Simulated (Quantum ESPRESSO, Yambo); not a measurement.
# Quasiparticle gap of LiH (Fm-3m) in Yambo, part 3 of 3

Aim: the G0W0 gap of LiH (Fm-3m) on PBE, step by step.

Quantum ESPRESSO 7.5 and Yambo 5.3.0; PBE and many-body steps on it, plane waves. Known limits of the many-body steps: not at the basis limit.

So far. Step 3 (Bands along the symmetry lines): The gap is 3.022 eV, as in the run before at this level. Step 4 (Empty states on the mesh, 8×8×8 mesh, 72 bands): On this mesh the gap is 3.022 eV.

The database entry behind the starting cell differs from later determinations by our own check (the deuteride, about 0.2 % short), so it need not match the best structure at ambient conditions.

### 6. Screening and self-energy, 8×8×8 mesh, 72 bands, screening to 210.9 eV

G0W0 replaces the xc potential by the self-energy, built once from these orbitals. Only a window of levels is corrected, while the sums run over the empty bands that the input names.

This step: G0W0 on PBE, plane waves, norm-conserving pseudopotentials.

The input, gw1.in:

```
HF_and_locXC
gw0
dyson
ppa
em1d
rim_cut
RandQpts= 1000000
RandGvec= 1 RL
EXXRLvcs= 66 Ry
VXCRLvcs= 264 Ry
Chimod= "HARTREE"
% BndsRnXp
 1 | 72 |
%
NGsBlkXp= 15.5 Ry
% LongDrXp
 1 | 1 | 1 |
%
% GbndRnge
 1 | 72 |
%
DysSolver= "n"
ExtendOut
PPAPntXp= 27.21138 eV
% QPkrange
 21 | 21 | 1 | 4 |
 1 | 1 | 1 | 4 |
%
```

The run is started by

```bash
$ OMP_NUM_THREADS=1 mpirun -n 4 yambo -F gw1.in -J gw1 -C gw1 > gw1.log
```

The log of the run:

```text
 Yambo, version 5.3.0

 [02] CORE Variables Setup
 =========================

  [... cell, symmetries and grids as in the set-up ...]

  [02.05] Energies & Occupations
  ==============================

  [X] === General ===
  [X] Electronic Temperature                        :  0.000000  0.000000 [eV K]
  [X] Bosonic    Temperature                        :  0.000000  0.000000 [eV K]
  [X] Finite Temperature mode                       : no
  [X] El. density                                   :  0.23671E+24 [cm-3]
  [X] Fermi Level                                   :  0.392909 [eV]

  [X] === Gaps and Widths ===
  [X] Conduction Band Min                           :  3.022038 [eV]
  [X] Valence Band Max                              :  0.000000 [eV]
  [X] Filled Bands                                  :  2
  [X] Empty Bands                                   :    3   72
  [X] Direct Gap                                    :  3.022038 [eV]
  [X] Direct Gap localized at k                     :  21
  [X] Indirect Gap                                  :  3.022038 [eV]
  [X] Indirect Gap between kpts                     :  21  21
  [X] Last valence band width                       :  5.253734 [eV]
  [X] 1st conduction band width                     :  12.45368 [eV]

 [03] Transferred momenta grid and indexing
 ==========================================

 IBZ Q-points                                      :  29
 BZ  Q-points                                      :   512

 K/Q-points units:
 rlu = crystal or reduced units; cc = cartesian coordinates; iku = interal k-units

 Q [ 1]         [rlu]:  0.000000  0.000000  0.000000
 Q [ 2]         [rlu]:  0.24483E-17  0.24483E-17  0.12500
 Q [ 3]         [rlu]:  0.25023E-16 -0.27323E-17  0.25000
 Q [ 4]         [rlu]:  0.12904E-16  0.12904E-16  0.37500
 Q [ 5]         [rlu]: -0.97931E-17 -0.97931E-17 -0.50000
 Q [ 6]         [rlu]: -0.72385E-17  0.12500      0.12500
 Q [ 7]         [rlu]:  0.24483E-17  0.12500      0.25000
 Q [ 8]         [rlu]:  0.80210E-17  0.12500      0.37500
 Q [ 9]         [rlu]:  0.34410E-16  0.12500      0.50000
 Q [10]         [rlu]: -0.97931E-17  0.12500     -0.37500
     [... 17 further rows ...]
 Q [28]         [rlu]:  0.125000 -0.500000 -0.375000
 Q [29]         [rlu]:  0.250000 -0.500000 -0.250000

 [04] Coloumb potential Random Integration (RIM)
 ===============================================

  [04.01] RIM initialization
  ==========================

  * Diagonal components only detected *

  8 x (sBL volume)        :  0.033988 [a.u.]
  sBZ random points       :  1000000
  Points outside the sBZ  :   7999624
  RL volume               :  2.175203 [a.u.]
  Integrated volume       :  2.175305 [a.u.]

  [04.02] RIM integrals
  =====================

  Gamma point sphere radius             :  0.058757 [a.u.]
  Points outside the sphere             :   799635
  [Int_sBZ(q=0) 1/q^2]*(Vol_sBZ)^(-1/3) =:  7.763403
                                 should be <:  7.795600

  Summary of Coulomb integrals for non-metallic bands |Q|[au] RIM/Bare

  Q [1] 0.100000E-4 0.995870 * Q [2] 0.176719 1.064378
  Q [6] 0.204058 1.062849 * Q [12] 0.288581 1.025826
  Q [7] 0.338392 1.018699 * Q [3] 0.353439 1.016443
  Q [13] 0.408116 1.012926 * Q [11] 0.444734 1.010601
  Q [22] 0.456287 1.010058 * Q [8] 0.499838 1.008230
  Q [4] 0.530158 1.007314 * Q [14] 0.530158 1.007395
  Q [17] 0.577163 1.006251 * Q [23] 0.603611 1.005655
  Q [10] 0.612174 1.005590 * Q [18] 0.612174 1.005501
  Q [25] 0.645288 1.004946 * Q [9] 0.669048 1.004565
  Q [15] 0.676783 1.004460 * Q [5] 0.706877 1.004231
  Q [19] 0.728632 1.003841 * Q [16] 0.728632 1.003935
  Q [27] 0.735741 1.003870 * Q [24] 0.763515 1.003627
  Q [26] 0.783699 1.003328 * Q [21] 0.816231 1.003325
  Q [28] 0.841352 1.003151 * Q [20] 0.865744 1.002775
  Q [29] 0.912574 1.002695

 [05] Dipoles
 ============

  [05.01] Setup: observables and procedures
  =========================================

 [06] Dynamic Dielectric Matrix (PPA)
 ====================================

 [WR./gw1//ndb.pp]---------------------------------------------------------------
  Brillouin Zone Q/K grids (IBZ/BZ)                :    29   512    29   512
  RL vectors                                       :  1459 [WF]
  Coulomb cutoff potential                         : none
  Electronic Temperature                           :  0.000000 [K]
  Bosonic    Temperature                           :  0.000000 [K]
  PPA    diel. fun.  energies                      : Perdew, Burke & Ernzerhof(X)+Perdew, Burke & Ernzerhof(C)
  wavefunctions                                    : Perdew, Burke & Ernzerhof(X)+Perdew, Burke & Ernzerhof(C)
  Global Gauge                                     : length
  X matrix size                                    :  169
  X band range                                     :    1   72
  X e/h energy range                               : -1.000000 -1.000000 [eV]
  X Time ordering                                  : R
  X Hxc Kernel                                     : HARTREE
  X Drude frequency                                :  0.000000  0.000000
  X poles                                          :  100.0000 [o/o]
  RL vectors in the sum                            :  1459
  [r,Vnl] included                                 : yes
  Field direction                                  :  0.577350E-5  0.577350E-5  0.577350E-5
  BZ energy Double Grid                            : no
  BZ energy DbGd points                            : 0
  BZ Q point size factor                           : -1.000000
  X Optical Averaged directions                    : none

 [07] Local Exchange-Correlation + Non-Local Fock
 ================================================

 [VXC] Plane waves :   8363
 [EXS] Plane waves :  1067

 QP @ state[ 1 ] K range:  1  1
 QP @ state[ 1 ] b range:   1   4
 QP @ state[ 2 ] K range:  21  21
 QP @ state[ 2 ] b range:   1   4

 [xc] Functional : Perdew, Burke & Ernzerhof(X)+Perdew, Burke & Ernzerhof(C)
 [xc] LIBXC used to calculate xc functional

 [xc] E_xc :  -2.052842 [Ha]
      E_xc :  -4.105684 [Ry]

  Local XC kind (lXC) : Perdew, Burke & Ernzerhof(X)+Perdew, Burke & Ernzerhof(C)
  Non-Local XC kind (nlXC) : Hartree-Fock

  Corrections @ K [1] :  [eV]
 <1|nlXC|1> = -39.69450  0.18646E-17 <1|lXC|1> = -25.62566  0.15108E-14
 <2|nlXC|2> = -15.59523 -0.11206E-16 <2|lXC|2> = -9.916457  0.94364E-16
 <3|nlXC|3> = -4.656642 -0.50930E-18 <3|lXC|3> = -11.71818 -0.72328E-19
 <4|nlXC|4> = -2.440437 -0.36948E-18 <4|lXC|4> = -8.963782 -0.19180E-16

  Corrections @ K [21] :  [eV]
 <1|nlXC|1> = -39.75562  0.15764E-16 <1|lXC|1> = -25.70811 -0.56774E-15
 <2|nlXC|2> = -14.46983  0.19598E-17 <2|lXC|2> = -11.30619 -0.94415E-16
 <3|nlXC|3> = -3.748257 -0.46780E-17 <3|lXC|3> = -7.647618  0.17248E-20
 <4|nlXC|4> = -2.678132 -0.79029E-19 <4|lXC|4> = -8.235377 -0.17710E-16

 [08] Dyson equation: Newton solver
 ==================================

  [08.01] G0W0 (W PPA)
  ====================

  [  GW  ] Bands range     :    1   72
  [GW/PPA] G damping       :  0.100000 [eV]

  QP @ state[ 1 ] K range:  1  1
  QP @ state[ 1 ] b range:   1   4
  QP @ state[ 2 ] K range:  21  21
  QP @ state[ 2 ] b range:   1   4

   Sc/G bands                                       :    1   72
   Sc/G damping                                     :  0.100000 ev
   Sc bands terminator                              : no
   Sx RL components                                 :  1067

   QP @ state[ 1 ] K range                          :  1  1
   QP @ state[ 1 ] b range                          :   1   4
   QP @ state[ 2 ] K range                          :  21  21
   QP @ state[ 2 ] b range                          :   1   4
   GF energies kind                                 : Perdew, Burke & Ernzerhof(X)+Perdew, Burke & Ernzerhof(C)
   GF WF`s kind                                     : Perdew, Burke & Ernzerhof(X)+Perdew, Burke & Ernzerhof(C)
   Xs energies kind                                 : Perdew, Burke & Ernzerhof(X)+Perdew, Burke & Ernzerhof(C)
   Xs WF`s kind                                     : Perdew, Burke & Ernzerhof(X)+Perdew, Burke & Ernzerhof(C)

 [11] Game Over & Game summary
```

Elapsed: 95 s, on 4 MPI ranks of Arm Neoverse V2, shared host; peak memory 1.2 GiB.

This step gave:

```
G0W0 gap on the points computed              : 4.961 eV
starting gap on the mesh                     : 3.022 eV
k of the valence top                         : 0, -0.5, -0.5
k of the conduction bottom                   : 0, -0.5, -0.5
least direct G0W0 gap on the computed points : 4.961 eV
Z at the valence top                         : 0.7817
Z at the conduction bottom                   : 0.8195
```

The gap on the mesh goes from 3.02 eV to 4.96 eV, a correction of +1.94 eV.

Limits: finite bands, cutoff and mesh. v1 is the top filled band, c1 the lowest empty one. The levels before and after the correction (eV, zero at the valence-band top of each column):

|  | conduction bottom | valence top |
| --- | --- | --- |
| Kohn-Sham | 3.02 | 0.00 |
| G0W0 | 4.96 | 0.00 |

|  | level | energy (eV) |
| --- | --- | --- |
| Kohn-Sham | (0 -0.5 -0.5) v2 | -44.251 |
| Kohn-Sham | (0 -0.5 -0.5) v1 | 0.000 |
| Kohn-Sham | (0 -0.5 -0.5) c1 | 3.022 |
| Kohn-Sham | (0 -0.5 -0.5) c2 | 10.588 |
| G0W0 | (0 -0.5 -0.5) v2 | -49.392 |
| G0W0 | (0 -0.5 -0.5) v1 | 0.000 |
| G0W0 | (0 -0.5 -0.5) c1 | 4.961 |
| G0W0 | (0 -0.5 -0.5) c2 | 12.868 |

### 7. Where the time went

Times are wall times on the hardware named with each run, good to a factor of about two.

| step | time | share | memory (GiB) |
| --- | --- | --- | --- |
| ground state | 1.2 s | 1 % | 0.05 |
| bands along the symmetry lines | 1.1 s | 1 % | 0.05 |
| empty states on the mesh | 3.6 s | 4 % | 0.19 |
| conversion and set-up | 1.7 s | 2 % | 0.23 |
| screening and self-energy | 95 s | 93 % | 1.2 |

### 8. Results

* PBE gap: 3.02 eV, direct
* G0W0 gap on the mesh: 4.96 eV
* GW settings: 8×8×8 mesh, 72 bands, screening to 210.9 eV, Godby-Needs plasmon pole
* known limits: not at the basis limit

What this shows: G0W0 moves the gap on the mesh from 3.02 eV to 4.96 eV (+1.94 eV), with Z of 0.78 and 0.82 at the edges. Only 2 of the mesh's irreducible points were corrected, so a valley elsewhere could overtake. The dearest step here is «screening and self-energy». Bands and cutoff are finite, so the gap is not at the basis limit. The miss can reach some tenths of an eV and take either sign; the mesh is an error of its own. In the G0W0 run levels were corrected at 2 k points alone, so a gap called «on the mesh» is the least over those, and an edge elsewhere would be missed.

[Paths, hosts, dates, memory and timing lines, banners, echoed tables and standing remarks are left out of the program output.]

[Logs are printed without paths, hosts, clocks, repeated set-up lines and the standing remarks that a program may print on its own settings, such as how far it seeks lower states.]

[Runs of the session that timed out or met a known fault of the program may be left out.]

[Hosts, paths, dates, database ids (printed as entryN), source tags and the programs' standing remarks are cut or masked in the printed files.]
